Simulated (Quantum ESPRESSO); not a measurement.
Runs of Quantum ESPRESSO 7.5 on HfB2. The structure is hexagonal, space group P6/mmm (No. 191). Conventional cell: a = 3.140 Å, b = 3.140 Å, c = 3.480 Å, α = 90.00°, β = 90.00°, γ = 120.00°. Hf (site symmetry 6/mmm) is surrounded by 12 B at 2.51 Å. B (site symmetry -6m2) is surrounded by 3 B at 1.81 Å. 

| task | level | potentials or basis | cell | k mesh | cutoff (eV) | symmetry | SCF threshold | form of the LDA correlation | mesh quality | gap on the mesh (eV) | pressure (GPa) | V0 of scaled cells (Å³/atom) | B0 (GPa) |
| --- | --- | --- | --- | --- | --- | --- | --- | --- | --- | --- | --- | --- | --- |
| equation of state | r2SCAN | SG15 PBE 1.2 | as given | 6 × 6 × 5 | 952 | off | 1e-08 Ry | - | coarse | - | - | 9.57 | 266 |
| band structure | PBEsol | GBRV 1.5 PBEsol | as given | 10 × 10 × 8 | 612 | - | 6e-10 Ry | - | not flagged | none | -3.8 | - | - |
| band structure | LDA | GBRV 1.5 LDA | as given | 10 × 10 × 8 | 612 | - | 6e-10 Ry | PZ81 | not flagged | none | (b) | - | - |
| equation of state | LDA | GBRV 1.5 LDA | as given | 10 × 10 × 8 | 612 | - | 6e-10 Ry | PZ81 | not flagged | - | - | 9.57 | (a) |
| single point | PBEsol | GBRV 1.5 PBEsol | as given | 10 × 10 × 8 | 612 | - | 6e-10 Ry | - | not flagged | none | -3.8 | - | - |
| equation of state | PBEsol | GBRV 1.5 PBEsol | as given | 10 × 10 × 8 | 612 | - | 6e-10 Ry | - | not flagged | - | - | 9.77 | 263 |
| single point | PBEsol | GBRV 1.5 PBEsol | atoms moved at random, drawn with an rms of 0.05 Å | 10 × 10 × 8 | 612 | - | 6e-10 Ry | - | not flagged | none | -3.0 | - | - |

Alike in all rows: no spin polarisation; smearing fermi-dirac 0.05 eV.

**Question.** Estimate the missing entries.

**Answer.** (a) 276; (b) -9.3.

Caveats: some runs use coarse meshes; the cell was scaled at fixed shape and fractional positions, which overstates the stiffness of a crystal with free parameters, most of all of layers and chains (some runs); spin-orbit coupling is left out, which moves the levels of the heavy elements (some runs); the potentials were made for another functional, which shifts forces and pressure (some runs).

A k mesh can miss the band edges, and the runs leave out spin-orbit coupling on Hf.

A gap of «none» marks a metal or a gap under the smearing width.
